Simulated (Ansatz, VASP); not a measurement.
# Two plane-wave programs on AlN

```
CELL_PARAMETERS angstrom
-0.16752 2.04443 2.04443
2.04443 -0.16752 2.04443
2.04443 2.04443 -0.16752
ATOMIC_POSITIONS crystal
Al 0.50000 0.50000 0.50000
N 0.00000 0.00000 0.00000
```

Alike in both runs: task single point; functional PBEsol; k mesh 10 × 10 × 10; occupations gaussian, width 0.05 eV; no spin polarisation.

```csv
,VASP,Ansatz
version,VASP 6.6.1,Ansatz 0.2.0
potentials or method,"VASP PAW PBE potentials, release 64 (Al, N)","scalar-relativistic, plane waves, PAW"
plane-wave cutoff (eV),520,520
valence electrons in the cell,8,8
```

```csv
,VASP,Ansatz,Ansatz less VASP
gap on the k mesh at the Fermi level (eV),1.83,1.83,+0.001
least direct gap on the mesh (eV),2.46,2.45,-0.010
pressure (GPa),-27.9,-27.8,+0.06
largest component of the traceless stress (GPa),17.35,17.33,-0.021
```

Ansatz warned: «pseudo_functional_mismatch».

Caveats: so large a pressure means that the cell lies far from this level's equilibrium, or that cutoff or potentials fall short (VASP); the potentials were made for another functional, which shifts forces and pressure (VASP). A k mesh can miss the band edges.
